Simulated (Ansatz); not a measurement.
Abridged Ansatz (a program for electronic structure) output:

```
Relaxation: its limit of steps is 50 (relax.max_steps)
Pseudopotential: Be, paw, valence charge 2
Pseudopotential: O, paw, valence charge 6
Crystal: 4 atoms, lattice volume = 30.036 Å³
Basis set: ecut = 420 eV, 579 PW (Γ), exchange–correlation on 40×40×60 points (8 copies of the dense FFT grid, shifted against one another)
Bands: 12, of which v1, the nominal top of the filled ones, is band 8 counted from 1 (7 counted from 0)
Symmetry: 12 space group operations
k-points: 120 of 1568 (time reversal used)
Functional: x = pbe(κ = 0.804, μ = 0.2195149727645171), c = pbe(β = 0.06672455060314922)
SCF iter   1: F=—  HF=-1326.224075 eV  |F-HF|=—  |Δ(HF+E_count)|=         —  Δρ=1.08e-3  dr2=9.58e-5  ethr=1.77e-3  ⟨swp⟩=6.0  Hψ=8943  notcnv=0
SCF iter   2: F=—  HF=-1326.224376 eV  |F-HF|=—  |Δ(HF+E_count)|=   3.01e-4  Δρ=5.21e-4  dr2=3.01e-5  ethr=5.99e-7  ⟨swp⟩=2.0  Hψ=3337  notcnv=0
SCF 1 converged in 6 iterations: F = -1326.224573 eV  dr2 = 6.77e-11
relax step   1: F+E_penalty+E_count = -1326.22457288 eV  Δ(F+E_penalty+E_count) = +0.000e0 eV  max|allowed force component| = 2.417e-1 eV/Å  Δτ_max = 0.0000 Å  P = -11.470 GPa  Ω = 30.036 Å³  fix = [a, b, gamma]  reactions: a -19.235, b -19.235 GPa  (6 SCF iters, dr2 threshold 1.00e-7 eV, accepted)
[... steps on the carried basis left out ...]
relax step   7: F+E_penalty+E_count = -1326.23149057 eV  Δ(F+E_penalty+E_count) = +4.134e-5 eV  max|allowed force component| = 3.835e-5 eV/Å  Δτ_max = 0.0001 Å  P = -12.994 GPa  Ω = 30.208 Å³  energy of the carried Pulay correction = -4.482e-5 eV  fix = [a, b, gamma]  reactions: a -19.495, b -19.495 GPa  (3 SCF iters, dr2 threshold 3.70e-8 eV, accepted)
Crystal: 4 atoms, lattice volume = 30.208 Å³
SCF iter   1: F=—  HF=-1326.231269 eV  |F-HF|=—  |Δ(HF+E_count)|=         —  Δρ=1.24e-5  dr2=2.70e-8  ethr=1.11e-7  ⟨swp⟩=3.0  Hψ=12921  notcnv=0
SCF iter   2: F=—  HF=-1326.231508 eV  |F-HF|=—  |Δ(HF+E_count)|=   2.39e-4  Δρ=1.07e-5  dr2=2.03e-8  ethr=1.69e-10  ⟨swp⟩=3.2  Hψ=2904  notcnv=0
SCF 8 converged in 6 iterations: F = -1326.231508 eV  dr2 = 2.78e-13
SCF converged after 6 iterations
Free energy (F): -1326.231508 eV
Internal energy: -1326.231508 eV  (E = F + TS)
E sigma→0 (E₀):  -1326.231508 eV
Fermi energy:    8.429922 eV
--- Forces (eV/Å), atoms counted from 1 ---
  atom   1  Be    -0.00000000    -0.00000000    -0.00009491
  atom   2  Be     0.00000000     0.00000000    -0.00009491
  atom   3  O      0.00000000     0.00000000     0.00006927
  atom   4  O     -0.00000000     0.00000000     0.00006927
--- Stress (GPa, compression-positive) ---
      -19.494959       0.000000      -0.000000
        0.000000     -19.494959       0.000000
       -0.000000       0.000000       0.008807
  P = ⅓ Tr σ = -12.9937 GPa (-129.937 kbar)
--- Relaxed structure (6 steps of the walk, 6 accepted, 2 SCFs on fresh bases) ---
  cell:  # Å, volume = 30.2078 Å³
    - [2.8398112740861126, 2.8867484125942734e-11, 3.058923667240859e-30]
    - [1.4199056370180563, 2.4593487053264607, 2.606158780355976e-19]
    - [-2.2461013358681563e-34, 4.557333126116938e-19, 4.3252388283223]
  atoms:
    - { symbol: Be, position: [0.6666666666666665, 0.6666666666666666, 0.00389582947986628] }
    - { symbol: Be, position: [0.33333333333333326, 0.3333333333333333, 0.5038958294798662] }
    - { symbol: O, position: [0.6666666666666665, 0.6666666666666666, 0.6213041705201339] }
    - { symbol: O, position: [0.33333333333333326, 0.3333333333333333, 0.12130417052013372] }
```

Problem. What was computed, and what are the main results?

Solution. BeO, 4 atoms in the cell, with Ansatz, PBE, PAW, cutoff 420 eV, no spin-orbit coupling. The last SCF converged to F = -1326.231508 eV, or -331.5579 eV per atom, at a pressure of -12.99 GPa. The total energy compares only with runs of the same code, potentials and settings.

The cells carry an imposed strain or load. No phonon test of stability was made. The cell was made from BeO in the wurtzite structure (space group P6_3mc, No. 186) by this change: biaxial strain +4.72 %, plane normal [001], relaxed out of plane.

Keys are those of Ansatz 0.2.
